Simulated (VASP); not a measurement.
# Mg (P6_3/mmc) in VASP: a series of runs

Runs on Mg. Level: PBE. Tasks: single point.

All numbers are computed with VASP 6.6.1; they aren't measurements. Logs are shortened: lines on timing, memory, paths and dates and some standing lists are left out, and cuts for length are marked.

### 1 The cell of the first run

It takes space group P6_3/mmc (No. 194, hexagonal). Conventional cell: a = 3.272 Å, b = 3.272 Å, c = 5.235 Å, α = 90.00°, β = 90.00°, γ = 120.00°. Around Mg (site symmetry -6m2) lie 12 Mg at 3.23 to 3.27 Å.

### 2 Single point, PBE (strained and moved within the space group)

INCAR

```
  ALGO = Normal
  EDIFF = 1E-7
  ENCUT = 520
  GGA = PE
  ISIF = 2
  ISMEAR = 0
  LASPH = T
  LCHARG = F
  LREAL = F
  LWAVE = F
  NBANDS = 9
  NELM = 100
  PREC = Accurate
  SIGMA = 0.1
```

KPOINTS

```
k-points
0
Gamma
  15 15 8
```

POSCAR

```
Mg
1.0
    3.2724941817      0.0000000000      0.0000000000
   -1.6362470908      2.8340630951      0.0000000000
    0.0000000000      0.0000000000      5.2348185510
Mg
2
Direct
    0.3333333333      0.6666666667      0.2500000000
    0.6666666667      0.3333333333      0.7500000000
```

Potentials or basis: VASP PAW PBE potentials, release 64 (Mg).

Run with:

```console
> cat potpaw_PBE.64/Mg/POTCAR > POTCAR
> mpirun -np 1 vasp_std > vasp.out
```

OUTCAR:

```text
EDIFF = 1E-7
   ENCUT = 520
   GGA = PE
   ISIF = 2
   ISMEAR = 0
   LASPH = T
   LREAL = F
   NELM = 100
   PREC = Accurate

 ion  position               nearest neighbor table
   1  0.333  0.667  0.250-   2 3.23   2 3.23   2 3.23   2 3.23   2 3.23   2 3.23
   2  0.667  0.333  0.750-   1 3.23   1 3.23   1 3.23   1 3.23   1 3.23   1 3.23

  LATTYP: Found a hexagonal cell.
 ALAT       =     3.2724941817
 C/A-ratio  =     1.5996418207

  Lattice vectors:

 A1 = (   3.2724941817,   0.0000000000,   0.0000000000)
 A2 = (  -1.6362470908,   2.8340630951,   0.0000000000)
 A3 = (   0.0000000000,   0.0000000000,   5.2348185510)

Analysis of symmetry for initial positions (statically):
=====================================================================
 Subroutine PRICEL returns:
 Original cell was already a primitive cell.

 Routine SETGRP: Setting up the symmetry group for a
 hexagonal supercell.

 Subroutine GETGRP returns: Found 24 space group operations
 (whereof 12 operations were pure point group operations)
 out of a pool of 24 trial point group operations.

The static configuration has the point symmetry D_3d.
 The point group associated with its full space group is D_6h.

Analysis of symmetry for dynamics (positions and initial velocities):
=====================================================================
 Subroutine PRICEL returns:
 Original cell was already a primitive cell.

 Routine SETGRP: Setting up the symmetry group for a
 hexagonal supercell.

 Subroutine GETGRP returns: Found 24 space group operations
 (whereof 12 operations were pure point group operations)
 out of a pool of 24 trial point group operations.

The dynamic configuration has the point symmetry D_3d.
 The point group associated with its full space group is D_6h.

 Subroutine INISYM returns: Found 24 space group operations
 (whereof 12 operations are pure point group operations),
 and found     1 'primitive' translations

----------------------------------------------------------------------------------------

                                     Primitive cell

  volume of cell :      48.5501

  direct lattice vectors                    reciprocal lattice vectors
     3.272494182  0.000000000  0.000000000     0.305577319  0.176425148  0.000000000
    -1.636247091  2.834063095  0.000000000     0.000000000  0.352850295  0.000000000
     0.000000000  0.000000000  5.234818551     0.000000000  0.000000000  0.191028589

  length of vectors
     3.272494182  3.272494182  5.234818551     0.352850295  0.352850295  0.191028589

  position of ions in fractional coordinates (direct lattice)
     0.333333333  0.666666667  0.250000000
     0.666666667  0.333333333  0.750000000

  ion indices of the primitive-cell ions
   primitive index   ion index
                 1           1
                 2           2

----------------------------------------------------------------------------------------

 KPOINTS: k-points

Automatic generation of k-mesh.
 Grid dimensions read from file:
 generate k-points for:   15   15    8

 Generating k-lattice:

  Cartesian coordinates                     Fractional coordinates (reciprocal lattice)
     0.020371821  0.011761677  0.000000000     0.066666667  0.000000000  0.000000000
     0.000000000  0.023523353  0.000000000     0.000000000  0.066666667  0.000000000
     0.000000000  0.000000000  0.023878574     0.000000000  0.000000000  0.125000000

  Length of vectors
     0.023523353  0.023523353  0.023878574

  Shift w.r.t. Gamma in fractional coordinates (k-lattice)
     0.000000000  0.000000000  0.000000000

 Subroutine IBZKPT returns following result:
 ===========================================

 Found    135 irreducible k-points:

 Following reciprocal coordinates:
            Coordinates               Weight
  0.000000  0.000000  0.000000      1.000000
  0.066667  0.000000  0.000000      6.000000
  0.133333  0.000000  0.000000      6.000000
  0.200000  0.000000  0.000000      6.000000
  0.266667  0.000000  0.000000      6.000000
  0.333333  0.000000  0.000000      6.000000
[... 16 lines left out ...]
  0.333333  0.200000  0.000000     12.000000
  0.400000  0.200000  0.000000      6.000000
 [... further k-points ...]
   k-points           NKPTS =    135   k-points in BZ     NKDIM =    135   number of bands    NBANDS=      9
   number of dos      NEDOS =    301   number of ions     NIONS =      2
   total plane-waves  NPLWV =  23040
   dimension x,y,z NGX =    24 NGY =   24 NGZ =   40
   dimension x,y,z NGXF=    48 NGYF=   48 NGZF=   80
   ions per type =               2
   NGX,Y,Z   is equivalent  to a cutoff of  12.19, 12.19, 12.70 a.u.
   NGXF,Y,Z  is equivalent  to a cutoff of  24.38, 24.38, 25.41 a.u.
 SYSTEM =  unknown system
   PREC   = accura    normal or accurate (medium, high low for compatibility)
   ISTART =      0    job   : 0-new  1-cont  2-samecut
   ICHARG =      2    charge: 1-file 2-atom 10-const
   ISPIN  =      1    spin polarized calculation?
   LNONCOLLINEAR =      F non collinear calculations
   LSORBIT =      F    spin-orbit coupling
   LASPH  =      T    aspherical Exc in radial PAW
   ENCUT  =  520.0 eV  38.22 Ry    6.18 a.u.   6.08  6.08  9.73*2*pi/ulx,y,z
   NELM   =    100;   NELMIN=  2; NELMDL= -5     # of ELM steps
   EDIFF  = 0.1E-06   stopping-criterion for ELM
   LREAL  =      F    real-space projection
   EDIFFG = 0.1E-05   stopping-criterion for IOM
   NSW    =      0    number of steps for IOM
   IBRION =     -1    ionic relax: 0-MD 1-quasi-New 2-CG
   NFREE  =      0    steps in history (QN), initial steepest desc. (CG)
   ISIF   =      2    stress and relaxation
   ISYM   =      2    0-nonsym 1-usesym 2-fastsym
   POTIM  = 0.5000    time-step for ionic-motion
   TEBEG  =    0.0;   TEEND  =   0.0 temperature during run
   PSTRESS=    0.0 pullay stress
   NELECT =       4.0000    total number of electrons
   NUPDOWN=      -1.0000    fix difference up-down
   EMIN   =  10.00;   EMAX   =-10.00  energy-range for DOS
   EFERMI =   0.00;   METHOD = LEGACY
   ISMEAR =     0;   SIGMA  =   0.10  broadening in eV -4-tet -1-fermi 0-gaus
   EFERMI_NEDOS =   21; number of points for ismear=-14 and -15
   IALGO  =     38    algorithm
   IMIX   =      4    mixing-type and parameters
     AMIX     =   0.40;   BMIX     =  1.00
     AMIX_MAG =   1.60;   BMIX_MAG =  1.00
  volume/ion in A,a.u.               =      24.28       163.82
  Fermi-wavevector in a.u.,A,eV,Ry     =   0.712358  1.346161  6.904325  0.507454
  Thomas-Fermi vector in A             =   1.799712
   LORBIT       =      0    0 simple, 1 ext, 2 COOP (PROOUT), +10 PAW based schemes
   GGA     = PE    functional components
   LHFCALC =     F    Hartree Fock is set to
   AEXX    =    0.0000 exact exchange contribution
   IVDW    =     0    specifies the selected vdW correction
   LEPSILON=     F    determine dielectric tensor
   LRPA    =     F    only Hartree local field effects (RPA)
 non-spin polarized calculation
 Gauss-broadening in eV      SIGMA  =   0.10
  energy-cutoff  :      520.00
  volume of cell :       48.55
 maximum number of plane-waves:      1332
   NGX = 13   NGY = 13   NGZ = 19

 number of electron       4.0000000 magnetization

 Free energy of the ion-electron system (eV)
  ---------------------------------------------------
  ext. energy  EPLUGINS =         0.00000000
  ---------------------------------------------------
  free energy    TOTEN  =        -2.99702057 eV

  energy without entropy =       -2.99180757  energy(sigma->0) =       -2.99441407

 E-fermi :   2.3465     XC(G=0):  -8.3201

 val. band max:        2.3124905309   @ k =   0.3333   0.3333   0.3750
 cond. band min:       2.3538818971   @ k =   0.3333   0.1333   0.1250
 fundamental gap:      0.0413913662
 Fermi energy:         2.3464874719

 k-point     1 :       0.0000    0.0000    0.0000
  band No.  band energies     occupation
      1      -4.3459      2.00000
      2       0.8303      2.00000
      3       1.2387      2.00000
      4      12.7831      0.00000
      5      12.7831      0.00000
      6      12.8160      0.00000
      7      12.8160      0.00000
      8      13.9200      0.00000
      9      15.1053      0.00000

 k-point     2 :       0.0667    0.0000    0.0000
  band No.  band energies     occupation
      1      -4.2624      2.00000
      2       0.9069      2.00000
      3       1.3202      2.00000
      4      11.0723      0.00000
      5      11.8036      0.00000
      6      12.6325      0.00000
      7      13.9267      0.00000
      8      14.7131      0.00000
      9      15.6419      0.00000

 k-point     3 :       0.1333    0.0000    0.0000
  band No.  band energies     occupation
      1      -4.0125      2.00000
      2       1.1367      2.00000
      3       1.5630      2.00000
      4       9.1093      0.00000
      5      10.9495      0.00000
      6      11.7595      0.00000
      7      13.7674      0.00000
      8      14.3202      0.00000
      9      15.0674      0.00000

 k-point     4 :       0.2000    0.0000    0.0000
  band No.  band energies     occupation
      1      -3.5973      2.00000
      2       1.5198      2.00000
      3       1.9608      2.00000
      4       7.2309      0.00000
      5      10.2388      0.00000
      6      10.8363      0.00000
      7      11.9068      0.00000
      8      12.9405      0.00000
      9      14.7978      0.00000

 k-point     5 :       0.2667    0.0000    0.0000
  band No.  band energies     occupation
      1      -3.0188      2.00000
      2       2.0565      1.99996
      3       2.4925      0.03895
      4       5.4960      0.00000
      5       9.6713      0.00000
      6       9.8478      0.00000
      7      10.1571      0.00000
      8      11.7285      0.00000
      9      14.1743      0.00000

 k-point     6 :       0.3333    0.0000    0.0000
  band No.  band energies     occupation
      1      -2.2799      2.00000
      2       2.7465      0.00000
      3       2.9780      0.00000
      4       4.0914      0.00000
      5       8.5464      0.00000
      6       8.7226      0.00000
      7       9.2466      0.00000
      8      10.8783      0.00000
      9      13.7002      0.00000
[... 169 lines left out ...]
 k-point    21 :       0.2000    0.2000    0.0000
  band No.  band energies     occupation
      1      -2.1164      2.00000
      2       2.9000      0.00000
      3       3.2372      0.00000
      4       5.0107      0.00000
      5       5.4339      0.00000
      6       9.5378      0.00000
      7      10.2458      0.00000
      8      10.2931      0.00000
      9      11.0753      0.00000

 k-point    22 :       0.2667    0.2000    0.0000
  band No.  band energies     occupation
      1      -1.3033      2.00000
      2       3.2354      0.00000
      3       3.6660      0.00000
      4       4.1450      0.00000
      5       5.1287      0.00000
      6       8.2574      0.00000
      7       9.1176      0.00000
      8       9.5982      0.00000
      9      10.4770      0.00000

 k-point    23 :       0.3333    0.2000    0.0000
  band No.  band energies     occupation
      1      -0.3370      2.00000
      2       2.0153      2.00000
      3       4.1830      0.00000
      4       4.5791      0.00000
      5       5.5278      0.00000
      6       6.9199      0.00000
      7       7.9073      0.00000
      8       9.3228      0.00000
      9      10.2128      0.00000

 k-point    24 :       0.4000    0.2000    0.0000
  band No.  band energies     occupation
      1       0.7533      2.00000
      2       0.7976      2.00000
      3       4.1741      0.00000
      4       5.4562      0.00000
      5       5.8953      0.00000
      6       6.0513      0.00000
      7       7.1707      0.00000
      8       9.2366      0.00000
      9      10.1300      0.00000

 [... further k-points ...]

------------------------ aborting loop because EDIFF is reached ----------------------------------------

  FORCE on cell =-STRESS in cart. coord.  units (eV):
  Direction    XX          YY          ZZ          XY          YZ          ZX
  --------------------------------------------------------------------------------------
  -------------------------------------------------------------------------------------
  Total       -0.5862219     -0.5862219     -0.5881745     -0.0000000      0.0000000      0.0000000
  in kB      -19.3456167    -19.3456167    -19.4100528     -0.0000000      0.0000000      0.0000000
  external PRESSURE =     -19.3670954 kB  Pullay stress =       0.0000000 kB

 VOLUME and BASIS-vectors are now :
 -----------------------------------------------------------------------------
  energy-cutoff  :      520.00
  volume of cell :       48.55
      direct lattice vectors                 reciprocal lattice vectors
     3.272494182  0.000000000  0.000000000     0.305577319  0.176425148  0.000000000
    -1.636247091  2.834063095  0.000000000     0.000000000  0.352850295  0.000000000
     0.000000000  0.000000000  5.234818551     0.000000000  0.000000000  0.191028589

 POSITION                                       TOTAL-FORCE (eV/Angst)
 -----------------------------------------------------------------------------------
     -0.00000      1.88938      1.30870         0.000000      0.000000      0.000000
      1.63625      0.94469      3.92611         0.000000     -0.000000      0.000000
 -----------------------------------------------------------------------------------
    total drift:                                0.000000     -0.000000      0.000000

  FREE ENERGIE OF THE ION-ELECTRON SYSTEM (eV)
  ---------------------------------------------------
  free  energy   TOTEN  =        -2.9970205680 eV

  energy  without entropy=       -2.9918075688  energy(sigma->0) =       -2.99441407
```

It took 11 s on 1 thread of Intel Xeon 6975P-C (Granite Rapids), shared host; peak memory 0.19 GiB.

What came out:

| Quantity | Value |
| --- | --- |
| Free energy | -2.9970 eV |
| Pressure | -1.9 GPa |
| Band gap on the k mesh | none (metal or under the smearing width) |

Levels at points of the mesh, in eV from the Fermi level:
```csv
k point,band 1,band 2,band 3,band 4,band 5,band 6,band 7
"(0.00, 0.00, 0.00)",-6.69,-1.52,-1.11,10.44,10.44,10.47,10.47
"(0.00, 0.00, 0.50)",-5.32,-5.32,5.09,5.09,11.22,11.22,11.22
```

### 3 Single point, PBE (all atoms moved at random, cell strained at random)

INCAR

```
SYSTEM = Mg
  ALGO = Fast
  EDIFF = 1E-7
  ENCUT = 520
  GGA = PE
  ISIF = 2
  ISMEAR = 0
  LASPH = .True.
  LCHARG = .False.
  LREAL = .False.
  LWAVE = .False.
  NBANDS = 9
  NELM = 100
  PREC = Accurate
  SIGMA = 0.1
```

KPOINTS

```
k-points
0
Gamma
  14 14 8
  0 0 0
```

POSCAR

```
Mg
1.0
    3.1963381682     -0.0217588610      0.0164635630
   -1.6170128104      2.8233750748     -0.0263806802
    0.0267289929     -0.0340234549      5.2624333000
Mg
2
Direct
    0.3428582738      0.6845200145      0.2228347341
    0.6571417262      0.3154799855      0.7771652659
```

Potentials or basis: VASP PAW PBE potentials, release 64 (Mg).

Run with:

```console
> cat potpaw_PBE.64/Mg/POTCAR > POTCAR
> mpirun -np 1 vasp_std > vasp.out
```

Run time: 63 s. Hardware: 1 thread of Intel Xeon 6975P-C (Granite Rapids), shared host; peak memory 0.41 GiB.

Results (log left out):

| Item | Value |
| --- | --- |
| Free energy | -2.9091 eV |
| Pressure | -0.1 GPa |
| Largest force | 0.731 eV/Å |
| Band gap on the k mesh | none (metal or under the smearing width) |

Forces on the atoms (eV/Å):
```
Mg  -0.002 -0.053  0.730
Mg   0.002  0.053 -0.730
```

Stress tensor (GPa, compression positive):
```
-0.29  0.32 -0.18
 0.32 -0.78  0.09
-0.18  0.09  0.66
```

Levels at points of the mesh, in eV from the Fermi level:
| k point | band 1 | band 2 | band 3 | band 4 | band 5 | band 6 |
| --- | --- | --- | --- | --- | --- | --- |
| (0.00, 0.00, 0.00) | -6.87 | -1.61 | -1.32 | 10.49 | 10.57 | 10.92 |
| (0.50, 0.00, 0.00) | -2.08 | -2.04 | 2.75 | 3.12 | 3.19 | 3.64 |
| (0.00, 0.50, 0.00) | -2.24 | -2.21 | 2.63 | 2.86 | 3.16 | 3.49 |
| (0.50, 0.50, 0.00) | -2.17 | -2.16 | 2.54 | 3.06 | 3.19 | 3.53 |
| (0.00, 0.00, 0.50) | -5.89 | -5.05 | 4.71 | 4.97 | 11.05 | 11.13 |
| (0.50, 0.00, 0.50) | -1.25 | -1.17 | -0.17 | -0.13 | 7.12 | 7.32 |
| (0.00, 0.50, 0.50) | -1.41 | -1.35 | -0.35 | -0.27 | 7.48 | 7.64 |
| (0.50, 0.50, 0.50) | -1.33 | -1.30 | -0.32 | -0.20 | 7.46 | 7.54 |
